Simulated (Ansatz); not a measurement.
**In: equation of state with PBEsol**

Crystal: In.

```
In
1.0
     3.33548    0.00000    0.00000
    -1.66774    2.88861    0.00000
     0.00000    0.00000    5.50914
In
2
Direct
  0.66667 0.33333 0.75000
  0.33333 0.66667 0.25000
```

This isn't the form of In at room conditions, which is tetragonal.

```yaml
Program: Ansatz 0.2.0
Task: equation of state
Functional: PBEsol
Potentials_or_basis: all-electron LAPW, scalar-relativistic
Basis_error_allowed: 0.001 eV/atom
k_mesh: 9 × 9 × 5
Occupations: fermi-dirac, width 0.05 eV
Spin: no spin polarisation
```

- Equilibrium volume: 25.63 Å³/atom
- Bulk modulus at fixed shape and positions: 44 GPa
- Pressure derivative of the bulk modulus: 6.5

Energy against volume, from the lowest point:
| volume (Å³/atom) | energy (meV/atom) |
| --- | --- |
| 24.948 | 2.55 |
| 25.478 | 0.00 |
| 26.009 | 0.59 |
| 26.540 | 3.92 |
| 27.071 | 9.58 |
| 27.602 | 17.20 |
| 28.133 | 26.49 |

All runs of the series together: 66 s on 1 thread of Intel(R) Xeon(R) Processor @ 2.70GHz, with other jobs on the host.

Caveat: the cell was scaled at fixed shape and fractional positions, which overstates the stiffness of a crystal with free parameters, most of all of layers and chains.
